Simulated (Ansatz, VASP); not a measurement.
# KBr: VASP beside Ansatz, part 3 of 3

Wanted: the spread between two codes on one cell, functional and k mesh. The cell is taken from a series of VASP runs on this material, whose earlier steps may have relaxed, scaled or displaced it; both programs get it as it stands.

VASP 6.6.1 and Ansatz 0.2.0.

So far. Step 2 (Ansatz: elastic constants, LDA): The run ends at a pressure of -0.10 GPa.

### Step 5. VASP: relaxation of cell and atoms, r2SCAN

Level of this step: r2SCAN; plane waves and PAW (Br, K_sv) (VASP).

The relaxed volume is the usual yardstick between codes: its relative difference is about their pressure difference at one cell divided by the bulk modulus. The cell compared in this pair holds 72.80 Å³, against 64.98 Å³ for the pair before.

The input, INCAR:

```
SYSTEM = KBr
PREC = Accurate
ENCUT = 500
EDIFF = 1E-07
NELM = 100
ISMEAR = 0
SIGMA = 0.03
LREAL = .FALSE.
ALGO = Normal
METAGGA = R2SCAN
LASPH = .TRUE.
NBANDS = 14
LORBIT = 11
LWAVE = .FALSE.
LCHARG = .FALSE.
KPAR = 4
IBRION = 2
NSW = 50
ISIF = 3
EDIFFG = -0.002
```

The input, POSCAR:

```
KBr
1.0
    0.0000000000      3.3141542778      3.3141542778
    3.3141542778      0.0000000000      3.3141542778
    3.3141542778      3.3141542778      0.0000000000
Br K
1 1
Direct
    0.5000000000      0.5000000000      0.5000000000
    0.0000000000      0.0000000000      0.0000000000
```

The input, KPOINTS:

```
Automatic mesh
0
Gamma
6 6 6
0 0 0
```

The projector-augmented-wave data sets are Br and K_sv (PBE family, release 64).

Launch:

```console
> mpirun -np 4 vasp_std
```

Numbers of over 12 decimals in the logs are rounded to 6 here.

What it wrote:

```text
[banner, memory and clock lines left out]
running    4 mpi-ranks, on    1 nodes
[...]
|                                                                             |
|               ----> ADVICE to this user running VASP <----                  |
|                                                                             |
|     You enforced a specific xc type in the INCAR file but a different       |
|     [... a line on the potential file left out ...]
|     I HOPE YOU KNOW WHAT YOU ARE DOING!                                     |
|                                                                             |

 LDA part: xc-table for (None), standard interpolation
 POSCAR, INCAR and KPOINTS ok, starting setup
[...]
entering main loop
       N       E                     dE             d eps       ncg     rms          rms(c)
DAV:   1     0.813753345589E+02    0.81375E+02   -0.70761E+03   448   0.101E+03
DAV:   2    -0.204562722140E+02   -0.10183E+03   -0.95055E+02   570   0.249E+02
[...]
DAV:   8    -0.232483735850E+02   -0.91778E-07   -0.77818E-09   242   0.107E-03
   2 F= -.23248374E+02 E0= -.23248374E+02  d E =-.228762E-03
 trial-energy change:   -0.000229  1 .order   -0.000227   -0.000308   -0.000147
 step:   1.8301(harm=  1.9107)  dis= 0.00000  next Energy=   -23.248435 (dE=-0.290E-03)
[...]
N       E                     dE             d eps       ncg     rms          rms(c)
DAV:   1    -0.232497016720E+02   -0.13282E-02   -0.32731E-02   466   0.168E+00    0.203E-01
DAV:   2    -0.232487200395E+02    0.98163E-03   -0.23483E-03   650   0.408E-01    0.985E-02
DAV:   3    -0.232484160632E+02    0.30398E-03   -0.10791E-03   704   0.255E-01    0.437E-02
DAV:   4    -0.232484288270E+02   -0.12764E-04   -0.16005E-05   560   0.291E-02    0.233E-02
DAV:   5    -0.232484432645E+02   -0.14438E-04   -0.16993E-05   812   0.235E-02    0.457E-03
DAV:   6    -0.232484422906E+02    0.97389E-06   -0.74545E-07   830   0.645E-03    0.171E-03
DAV:   7    -0.232484427314E+02   -0.44074E-06   -0.37474E-08   330   0.196E-03    0.729E-04
DAV:   8    -0.232484428185E+02   -0.87096E-07   -0.61389E-09   224   0.918E-04
   3 F= -.23248443E+02 E0= -.23248443E+02  d E =-.297996E-03
[...]
reached required accuracy - stopping structural energy minimisation
```

From OUTCAR (step 5):

```text
  Total       -0.0030916     -0.0030916     -0.0030916     -0.0000000      0.0000000      0.0000000
  in kB       -0.0686279     -0.0686279     -0.0686279     -0.0000000      0.0000000      0.0000000
  external PRESSURE =      -0.0686279 kB  Pullay stress =       0.0000000 kB

 POSITION                                       TOTAL-FORCE (eV/Angst)
 -----------------------------------------------------------------------------------
      3.30461      3.30461      3.30461         0.000000      0.000000     -0.000000
      0.00000      0.00000      0.00000        -0.000000     -0.000000      0.000000
 -----------------------------------------------------------------------------------
    total drift:                                0.000000      0.000000      0.000000

  FREE ENERGIE OF THE ION-ELECTRON SYSTEM (eV)
  ---------------------------------------------------
  free  energy   TOTEN  =       -23.2484428185 eV

  energy  without entropy=      -23.2484428185  energy(sigma->0) =      -23.24844282

 reached required accuracy - stopping structural energy minimisation

[... 3 further parts left out ...]
[key lines of the parts left out:]
E-fermi :  -2.0331
```

### Step 6. Ansatz: relaxation of cell and atoms, r2SCAN

The same cell, functional, mesh and smearing now go to Ansatz, which takes its cutoff from its data sets.

The cell is taken from a series of VASP runs on this material, whose earlier steps may have relaxed, scaled or displaced it; both programs get it as it stands.

The input, input.yaml:

```yaml
crystal:
  lattice:
    - [0.0, 3.3141542778, 3.3141542778]
    - [3.3141542778, 0.0, 3.3141542778]
    - [3.3141542778, 3.3141542778, 0.0]
  atoms:
    - { symbol: Br, position: [0.5, 0.5, 0.5] }
    - { symbol: K, position: [0.0, 0.0, 0.0] }
hamiltonian:
  xc: r2scan
  pseudopotentials: { kind: paw }
kpoints:
  mp_grid: { grid: [6, 6, 6] }
scf:
  occupations: { method: gaussian, width: 0.03 }
relax:
  f_tol: 0.01
  max_steps: 60
  cell: { stress_tol: 0.05 }
output:
  forces: true
  stress: true
```

Launch:

```console
> ansatz run input.yaml --threads 4 --pin off --max-ram 9216MiB --backend cpu --events-out ev --progress --plain --runs-dir out
```

What it wrote:

```text
[...]
Crystal: 2 atoms, lattice volume = 72.803 Å³
Basis set: ecut = 500 eV, 1837 PW (Γ), exchange–correlation on 144×144×144 points (64 copies of the dense FFT grid, shifted against one another)
Bands: 12, of which v1, the nominal top of the filled ones, is band 8 counted from 1 (7 counted from 0)
Symmetry: 48 space group operations
[...]
k-points: 16 of 216
[...]
P = ⅓ Tr σ = 0.0007 GPa (0.007 kbar)
--- Relaxed structure (3 steps of the walk, 3 accepted, 1 SCFs on fresh bases) ---
  F+E_penalty+E_count = -4339.31328907 eV   max|allowed force component| = 1.331e-30 eV/Å   (the final SCF, on the basis selected at the relaxed cell)
  cell:  # Å, volume = 72.1678 Å³
    - [0, 3.304490, 3.304490]
    - [3.304490, 0, 3.304490]
    - [3.304490, 3.304490, 0]
  atoms:
    - { symbol: Br, position: [0.5, 0.5, 0.5] }
    - { symbol: K, position: [0, 0, 0] }
[key lines of the parts left out:]
SCF converged after 4 iterations
Free energy (F): -4339.313289 eV
Fermi energy:    3.169955 eV
```

The job ended after 2.6 s (4 threads of Arm Neoverse V2, shared host; peak memory 0.52 GiB; 9.3 s of CPU time).

### Step 7. Comparison

What differs besides the data sets and the points named for the pairs above, as far as they apply: VASP keeps PBE cores, Ansatz makes them for the functional; both relaxations stop at a tolerance, which leaves soft axes loose, and VASP keeps its plane-wave basis; Ansatz adds a Pulay correction to the stress that steers its cell, VASP none. Total energies have different zeros and are not compared.

Both answers:

```csv
quantity,Ansatz,VASP,difference
volume (Å³),72.17,72.18,-0.01 %
"edge a after relaxation, in the typed setting (Å)",4.673,4.673,+0.00 %
```

The walks stopped with 0.00 GPa left in Ansatz and -0.01 GPa in VASP; each walk ends within a tolerance, so the volume difference is uncertain by about these residues over the bulk modulus, most in soft cells.

### Step 8. What came out

```
difference in C11 (elastic constants, LDA)                  : -2.9 %
difference in volume (relaxation of cell and atoms, r2SCAN) : -0.011 %
```

In words: The difference in C11 is -2.9 % (elastic constants, LDA), within the 5 % picked in this series as the mark of a large difference. How closely two codes agree says nothing of how well the functional describes the real material.

[Lines on the potential files, build, host, timing and source positions are cut from VASP's logs without a mark.]

[Logs are printed without paths, hosts, clocks, repeated set-up lines and the standing remarks that a program may print on its own settings, such as how far it seeks lower states.]

[Hosts, paths, dates, database ids (printed as entryN), source tags and the programs' standing remarks are cut or masked in the printed files.]
